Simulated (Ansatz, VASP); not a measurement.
## Au in VASP and in Ansatz

```
CELL_PARAMETERS angstrom
3.39780 1.96172 5.79461
-3.39780 1.96172 5.79461
0.00000 -3.92344 5.79461
ATOMIC_POSITIONS crystal
Au 0.01019 0.65361 0.01019
Au 0.01019 0.01019 0.65361
Au 0.65361 0.01019 0.01019
Au 0.98981 0.34639 0.98981
Au 0.34639 0.98981 0.98981
Au 0.98981 0.98981 0.34639
Au 0.22118 0.63060 0.22118
Au 0.22118 0.22118 0.63060
Au 0.63060 0.22118 0.22118
Au 0.77882 0.36940 0.77882
Au 0.36940 0.77882 0.77882
Au 0.77882 0.77882 0.36940
```

Alike in both runs: task single point; functional PBEsol; k mesh 3 × 3 × 3; occupations gaussian, width 0.1 eV; no spin polarisation.

|  | VASP | Ansatz |
| --- | --- | --- |
| version | VASP 6.6.1 | Ansatz 0.2.0 |
| potentials or method | VASP PAW PBE potentials, release 64 (Au) | scalar-relativistic, plane waves, PAW |
| plane-wave cutoff (eV) | 520 | 420 |
| valence electrons in the cell | 132 | 228 |

```csv
,VASP,Ansatz,Ansatz less VASP
gap on the k mesh at the Fermi level (eV),none,none,-
rms of the force components (eV/Å),3.169,3.159,-0.0101
```

Atom by atom the forces differ by 0.023 eV/Å (rms over components). A gap of «none» marks a metal or a gap that the smearing closes. The functional is the same, so the differences come from potentials, cutoffs and numerics. The two sets of potentials don't hold the same shells in valence.

Caveats: the k mesh is coarse (spacing up to 0.38 Å⁻¹), so the values aren't converged; the PAW data sets were made with another functional, which shifts forces and pressure a little (VASP). The runs have no spin-orbit coupling, so splittings on Au are missing.
